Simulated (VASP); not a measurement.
# TiAl (Pm-3m) in VASP: single point with PBEsol

Aim: the single point of TiAl with PBEsol.

All numbers are computed with VASP 6.6.1; they aren't measurements. Logs are shortened: lines on timing, memory, paths and dates and some standing lists are left out, and cuts for length are marked.

**1. The cell of the first run**

The structure is cubic, space group Pm-3m (No. 221). Conventional cell: a = 3.184 Å, b = 3.184 Å, c = 3.184 Å, α = 90.00°, β = 90.00°, γ = 90.00°. Ti (site symmetry m-3m) has 8 Al at 2.76 Å as nearest neighbours. Al (site symmetry m-3m) is surrounded by 8 Ti at 2.76 Å.

The cell comes from a database or a generator and needn't be the stable form of this composition.

**2. Single point, PBEsol (volume 16.142 Å^3 an atom, c/a of the conventional cell 1.0000)**

Input file INCAR:

```
ALGO = Normal ; EDIFF = 1E-6
ENCUT = 520 ; GGA = PS
ISIF = 2 ; ISMEAR = 0
LASPH = True ; LCHARG = False
LREAL = False ; LWAVE = False
NBANDS = 14 ; NELM = 100
PREC = Accurate ; SIGMA = 0.15
```

Input file KPOINTS:

```
k-points
0
Gamma
  16 16 16
```

Input file POSCAR:

```
TiAl
1.0
    3.1841665780      0.0000000000      0.0000000000
    0.0000000000      3.1841665780      0.0000000000
    0.0000000000      0.0000000000      3.1841665780
Ti Al
1 1
Direct
    0.0000000000      0.0000000000      0.0000000000
    0.5000000000      0.5000000000      0.5000000000
```

Potentials or basis: VASP PAW PBE potentials, release 64 (Ti_sv, Al).

The run is started by

```sh
> cat potpaw_PBE.64/Ti_sv/POTCAR potpaw_PBE.64/Al/POTCAR > POTCAR
> mpirun -np 1 vasp_std > vasp.out
```

OUTCAR:

```text
EDIFF = 1E-6
   ENCUT = 520
   GGA = PS
   ISIF = 2
   ISMEAR = 0
   LASPH = True
   LREAL = False
   NELM = 100
   PREC = Accurate

 ion  position               nearest neighbor table
   1  0.000  0.000  0.000-   2 2.76   2 2.76   2 2.76   2 2.76   2 2.76   2 2.76   2 2.76   2 2.76

   2  0.500  0.500  0.500-   1 2.76   1 2.76   1 2.76   1 2.76   1 2.76   1 2.76   1 2.76   1 2.76

  LATTYP: Found a simple cubic cell.
 ALAT       =     3.1841665780

  Lattice vectors:

 A1 = (   3.1841665780,   0.0000000000,   0.0000000000)
 A2 = (   0.0000000000,   3.1841665780,   0.0000000000)
 A3 = (   0.0000000000,   0.0000000000,   3.1841665780)

Analysis of symmetry for initial positions (statically):
=====================================================================
 Subroutine PRICEL returns:
 Original cell was already a primitive cell.

 Routine SETGRP: Setting up the symmetry group for a
 simple cubic supercell.

 Subroutine GETGRP returns: Found 48 space group operations
 (whereof 48 operations were pure point group operations)
 out of a pool of 48 trial point group operations.

The static configuration has the point symmetry O_h .

Analysis of symmetry for dynamics (positions and initial velocities):
=====================================================================
 Subroutine PRICEL returns:
 Original cell was already a primitive cell.

 Routine SETGRP: Setting up the symmetry group for a
 simple cubic supercell.

 Subroutine GETGRP returns: Found 48 space group operations
 (whereof 48 operations were pure point group operations)
 out of a pool of 48 trial point group operations.

The dynamic configuration has the point symmetry O_h .

 Subroutine INISYM returns: Found 48 space group operations
 (whereof 48 operations are pure point group operations),
 and found     1 'primitive' translations

----------------------------------------------------------------------------------------

                                     Primitive cell

  volume of cell :      32.2840

  direct lattice vectors                    reciprocal lattice vectors
     3.184166578  0.000000000  0.000000000     0.314053921  0.000000000  0.000000000
     0.000000000  3.184166578  0.000000000     0.000000000  0.314053921  0.000000000
     0.000000000  0.000000000  3.184166578     0.000000000  0.000000000  0.314053921

  length of vectors
     3.184166578  3.184166578  3.184166578     0.314053921  0.314053921  0.314053921

  position of ions in fractional coordinates (direct lattice)
     0.000000000  0.000000000  0.000000000
     0.500000000  0.500000000  0.500000000

[... 84 lines left out ...]
   POTIM  = 0.5000    time-step for ionic-motion
   TEBEG  =    0.0;   TEEND  =   0.0 temperature during run
   PSTRESS=    0.0 pullay stress
   NELECT =      15.0000    total number of electrons
   NUPDOWN=      -1.0000    fix difference up-down
   EMIN   =  10.00;   EMAX   =-10.00  energy-range for DOS
   EFERMI =   0.00;   METHOD = LEGACY
   ISMEAR =     0;   SIGMA  =   0.15  broadening in eV -4-tet -1-fermi 0-gaus
   EFERMI_NEDOS =   21; number of points for ismear=-14 and -15
   IALGO  =     38    algorithm
   IMIX   =      4    mixing-type and parameters
     AMIX     =   0.40;   BMIX     =  1.00
     AMIX_MAG =   1.60;   BMIX_MAG =  1.00
  volume/ion in A,a.u.               =      16.14       108.93
  Fermi-wavevector in a.u.,A,eV,Ry     =   1.267971  2.396119 21.874788  1.607752
  Thomas-Fermi vector in A             =   2.401091
   LORBIT       =      0    0 simple, 1 ext, 2 COOP (PROOUT), +10 PAW based schemes
   GGA     = PS    functional components
   LHFCALC =     F    Hartree Fock is set to
   AEXX    =    0.0000 exact exchange contribution
   IVDW    =     0    specifies the selected vdW correction
   LEPSILON=     F    determine dielectric tensor
   LRPA    =     F    only Hartree local field effects (RPA)
 non-spin polarized calculation
 Gauss-broadening in eV      SIGMA  =   0.15
  energy-cutoff  :      520.00
  volume of cell :       32.28
 maximum number of plane-waves:       912
 NGX is ok and might be reduce to    24
   NGX = 11   NGY = 11   NGZ = 11

 number of electron      14.9999994 magnetization

 Free energy of the ion-electron system (eV)
  ---------------------------------------------------
  ext. energy  EPLUGINS =         0.00000000
  ---------------------------------------------------
  free energy    TOTEN  =       -12.97342880 eV

  energy without entropy =      -12.94475608  energy(sigma->0) =      -12.95909244

 E-fermi :   8.6235     XC(G=0): -11.1687

 val. band max:        8.6230343964   @ k =   0.4375   0.3750   0.2500
 cond. band min:       8.6298820549   @ k =   0.5000   0.3750   0.2500
 fundamental gap:      0.0068476585
 Fermi energy:         8.6235120488

 k-point     1 :       0.0000    0.0000    0.0000
  band No.  band energies     occupation
      1     -48.0490      2.00000
      2     -24.3508      2.00000
      3     -24.3508      2.00000
      4     -24.3508      2.00000
      5      -0.6107      2.00000
      6       7.2010      2.00000
      7       7.2010      2.00000
      8      10.4025      0.00000
      9      10.4025      0.00000
     10      10.4025      0.00000
     11      13.0198      0.00000
     12      13.0198      0.00000
     13      13.0198      0.00000
     14      17.4432      0.00000
[... 377 lines left out ...]
      1     -48.0320      2.00000
      2     -24.5178      2.00000
      3     -24.3595      2.00000
      4     -24.3335      2.00000
      5       2.7328      2.00000
      6       3.7102      2.00000
      7       8.1622      1.99999
      8       8.4235      1.94065
      9       8.8320      0.04934
     10      10.3700      0.00000
     11      11.5924      0.00000
     12      15.0051      0.00000
     13      16.5764      0.00000
     14      17.5761      0.00000

 [... further k-points ...]
[... 5 lines left out ...]
  --------------------------------------------------------------------------------------
  -------------------------------------------------------------------------------------
  Total       -0.5943456     -0.5943456     -0.5943456     -0.0000000      0.0000000     -0.0000000
  in kB      -29.4959458    -29.4959458    -29.4959458     -0.0000000      0.0000000     -0.0000000
  external PRESSURE =     -29.4959458 kB  Pullay stress =       0.0000000 kB

 VOLUME and BASIS-vectors are now :
 -----------------------------------------------------------------------------
  energy-cutoff  :      520.00
  volume of cell :       32.28
      direct lattice vectors                 reciprocal lattice vectors
     3.184166578  0.000000000  0.000000000     0.314053921  0.000000000  0.000000000
     0.000000000  3.184166578  0.000000000     0.000000000  0.314053921  0.000000000
     0.000000000  0.000000000  3.184166578     0.000000000  0.000000000  0.314053921

 POSITION                                       TOTAL-FORCE (eV/Angst)
 -----------------------------------------------------------------------------------
      0.00000      0.00000      0.00000         0.000000      0.000000      0.000000
      1.59208      1.59208      1.59208         0.000000      0.000000      0.000000
 -----------------------------------------------------------------------------------
    total drift:                                0.000000      0.000000      0.000000

  FREE ENERGIE OF THE ION-ELECTRON SYSTEM (eV)
  ---------------------------------------------------
  free  energy   TOTEN  =       -12.9734288049 eV

  energy  without entropy=      -12.9447560751  energy(sigma->0) =      -12.95909244
```

OSZICAR:

```text
N       E                     dE             d eps       ncg     rms          rms(c)
DAV:   1     0.983164780054E+02    0.98316E+02   -0.70528E+03  4650   0.108E+03
DAV:   2    -0.906238181087E+01   -0.10738E+03   -0.10344E+03  4758   0.299E+02
DAV:   3    -0.145843511471E+02   -0.55220E+01   -0.53452E+01  7102   0.644E+01
DAV:   4    -0.147400178542E+02   -0.15567E+00   -0.15529E+00  5220   0.952E+00
DAV:   5    -0.147454053878E+02   -0.53875E-02   -0.53860E-02  6772   0.169E+00    0.101E+01
DAV:   6    -0.130607335605E+02    0.16847E+01   -0.53395E+00  5272   0.316E+01    0.286E+00
DAV:   7    -0.129876330824E+02    0.73100E-01   -0.44821E-01  5120   0.881E+00    0.174E+00
DAV:   8    -0.129766247217E+02    0.11008E-01   -0.59968E-02  6046   0.249E+00    0.596E-01
DAV:   9    -0.129733049486E+02    0.33198E-02   -0.11757E-02  5394   0.151E+00    0.177E-01
DAV:  10    -0.129734370706E+02   -0.13212E-03   -0.34458E-04  5342   0.197E-01    0.784E-02
DAV:  11    -0.129734288176E+02    0.82530E-05   -0.20169E-04  6460   0.145E-01    0.115E-02
DAV:  12    -0.129734288049E+02    0.12685E-07   -0.68696E-06  5142   0.237E-02
   1 F= -.12973429E+02 E0= -.12959092E+02  d E =-.286727E-01
```

Run time: 15 s. Hardware: 1 thread of Intel Xeon 6975P-C (Granite Rapids), shared host; peak memory 0.19 GiB.

Results:

* Free energy: -12.9734 eV
* Pressure: -2.9 GPa
* Band gap on the k mesh: none (metal or under the smearing width)

Caveat: the PAW data sets were made with another functional, which shifts forces and pressure a little.
